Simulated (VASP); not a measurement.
These are PBE GGA, VASP's PBE PAW potentials (set 64) (plane waves; VASP) values and carry that method's errors.

The input files of a VASP run:

File KPOINTS:
```
Automatic mesh
0
gamma
 13 13 13
```

INCAR:
```
SYSTEM = LiI
PREC = Accurate
ENCUT = 400
EDIFF = 1E-6
NELM = 100
ALGO = Normal
LREAL = .FALSE.
LASPH = .TRUE.
ISMEAR = -1
SIGMA = 0.05
GGA = PE
LMAXMIX = 4
LWAVE = .FALSE.
LCHARG = .FALSE.
ISIF = 2
```

**POSCAR**
```
LiI
1
    0.0000000000     2.9817880000     2.9817880000
    2.9817880000     0.0000000000     2.9817880000
    2.9817880000     2.9817880000     0.0000000000
Li I
1 1
Direct
  0.0000000000   0.0000000000   0.0000000000
  0.5000000000   0.5000000000   0.5000000000
```

POTCAR, in this order: Li_sv I (PBE.64 set). Program: vasp_std.

What VASP printed:

File OUTCAR:
```
 ion  position               nearest neighbor table
   1  0.000  0.000  0.000-   2 2.98   2 2.98   2 2.98   2 2.98   2 2.98   2 2.98
   2  0.500  0.500  0.500-   1 2.98   1 2.98   1 2.98   1 2.98   1 2.98   1 2.98
  LATTYP: Found a face centered cubic cell.
 ALAT       =     5.9635760000
 Subroutine PRICEL returns:
 Original cell was already a primitive cell.
 Subroutine GETGRP returns: Found 48 space group operations
The static configuration has the point symmetry O_h .
The dynamic configuration has the point symmetry O_h .
 Subroutine INISYM returns: Found 48 space group operations
 Subroutine IBZKPT returns following result:
 Found     84 irreducible k-points:

 Following reciprocal coordinates:
            Coordinates               Weight
  0.000000  0.000000  0.000000      1.000000
  0.076923  0.000000  0.000000      8.000000
  0.153846  0.000000  0.000000      8.000000
  0.230769  0.000000  0.000000      8.000000
  0.307692  0.000000  0.000000      8.000000
  0.384615  0.000000  0.000000      8.000000
  0.461538  0.000000  0.000000      8.000000
  0.076923  0.076923  0.000000      6.000000
  0.153846  0.076923  0.000000     24.000000
...
```

### OSZICAR
```
       N       E                     dE             d eps       ncg     rms          rms(c)
DAV:   1     0.328966264153E+02    0.32897E+02   -0.30837E+03  1512   0.796E+02
DAV:   2    -0.433041032725E+01   -0.37227E+02   -0.35728E+02  2022   0.127E+02
DAV:   3    -0.584034064375E+01   -0.15099E+01   -0.15086E+01  1917   0.296E+01
DAV:   4    -0.588030981668E+01   -0.39969E-01   -0.39947E-01  2285   0.520E+00
DAV:   5    -0.588085650745E+01   -0.54669E-03   -0.54667E-03  2018   0.549E-01    0.228E+00
DAV:   6    -0.586422730616E+01    0.16629E-01   -0.23675E-02  1730   0.107E+00    0.146E+00
DAV:   7    -0.587409520908E+01   -0.98679E-02   -0.32631E-02  1806   0.123E+00    0.315E-01
DAV:   8    -0.587476631089E+01   -0.67110E-03   -0.44368E-03  1702   0.503E-01    0.729E-02
DAV:   9    -0.587476996879E+01   -0.36579E-05   -0.11100E-04  2086   0.970E-02    0.627E-02
DAV:  10    -0.587477419294E+01   -0.42242E-05   -0.25924E-05  1869   0.365E-02    0.415E-02
DAV:  11    -0.587479184691E+01   -0.17654E-04   -0.32487E-05  1659   0.462E-02    0.195E-02
DAV:  12    -0.587479449059E+01   -0.26437E-05   -0.80412E-07  1575   0.936E-03    0.481E-03
DAV:  13    -0.587479474538E+01   -0.25479E-06   -0.31981E-07  1058   0.481E-03
   1 F= -.58747947E+01 E0= -.58747947E+01  d E =-.264255E-11
```

### OUTCAR
```
------------------------ aborting loop because EDIFF is reached ----------------------------------------
  FORCE on cell =-STRESS in cart. coord.  units (eV):
  Direction    XX          YY          ZZ          XY          YZ          ZX
  --------------------------------------------------------------------------------------
  Total       -0.0073689     -0.0073689     -0.0073689      0.0000000     -0.0000000      0.0000000
  in kB       -0.2226663     -0.2226663     -0.2226663      0.0000000     -0.0000000      0.0000000
  external PRESSURE =      -0.2226663 kB  Pullay stress =       0.0000000 kB
  volume of cell :       53.02
      direct lattice vectors                 reciprocal lattice vectors
     0.000000000  2.981788000  2.981788000    -0.167684624  0.167684624  0.167684624
     2.981788000  0.000000000  2.981788000     0.167684624 -0.167684624  0.167684624
     2.981788000  2.981788000  0.000000000     0.167684624  0.167684624 -0.167684624
 POSITION                                       TOTAL-FORCE (eV/Angst)
 -----------------------------------------------------------------------------------
      0.00000      0.00000      0.00000        -0.000000      0.000000     -0.000000
      2.98179      2.98179      2.98179         0.000000     -0.000000      0.000000
 -----------------------------------------------------------------------------------
    total drift:                                0.000000      0.000000      0.000000
  FREE ENERGIE OF THE ION-ELECTRON SYSTEM (eV)
  ---------------------------------------------------
  free  energy   TOTEN  =        -5.8747947454 eV

  energy  without entropy=       -5.8747947454  energy(sigma->0) =       -5.87479475
```
(Selected blocks of OUTCAR.)

OUTCAR:
```
 val. band max:        2.3447007483   @ k =  -0.0769   0.0769   0.0000

 cond. band min:       6.8047245047   @ k =   0.0000   0.0000   0.0000


 Fermi energy:         3.5515622469

 k-point     1 :       0.0000    0.0000    0.0000
  band No.  band energies     occupation
      1     -43.0897      2.00000
      2      -9.3946      2.00000
      3       2.3337      2.00000
      4       2.3337      2.00000
      5       2.3337      2.00000
      6       6.8047      0.00000
      7      10.6081      0.00000
      8      10.6081      0.00000
      9      10.6081      0.00000

 k-point     2 :       0.0769    0.0000    0.0000
  band No.  band energies     occupation
      1     -43.0896      2.00000
      2      -9.3668      2.00000
      3       2.0671      2.00000
      4       2.3152      2.00000
      5       2.3152      2.00000
      6       7.0260      0.00000
      7      10.3237      0.00000
      8      10.6316      0.00000
      9      10.6316      0.00000

 k-point     3 :       0.1538    0.0000    0.0000
  band No.  band energies     occupation
      1     -43.0897      2.00000
      2      -9.2876      2.00000
      3       1.4410      2.00000
      4       2.2656      2.00000
      5       2.2656      2.00000
      6       7.4006      0.00000
      7      10.0957      0.00000
      8      10.2420      0.00000
      9      10.2420      0.00000

 k-point     4 :       0.2308    0.0000    0.0000
  band No.  band energies     occupation
      1     -43.0895      2.00000
      2      -9.1703      2.00000
      3       0.7187      2.00000
      4       2.1993      2.00000
      5       2.1993      2.00000
      6       7.4671      0.00000
      7       9.6060      0.00000
      8       9.6060      0.00000
      9      10.4913      0.00000

 k-point     5 :       0.3077    0.0000    0.0000
  band No.  band energies     occupation
      1     -43.0895      2.00000
      2      -9.0378      2.00000
      3       0.0618      2.00000
...
```

At this cut-off the stress carries a Pulay error, which pulls relaxed volumes low.  Unless said otherwise, spin-orbit coupling is left out, though it shifts the bands of the heavy elements here.

The structure comes from a computed database's LiI entry; how it stands against other phases isn't given here. The cell was not relaxed at this level. The run is one of a series of settings (KPOINTS 13×13×13 Γ-centred mesh against the base run), some of them coarse on purpose.
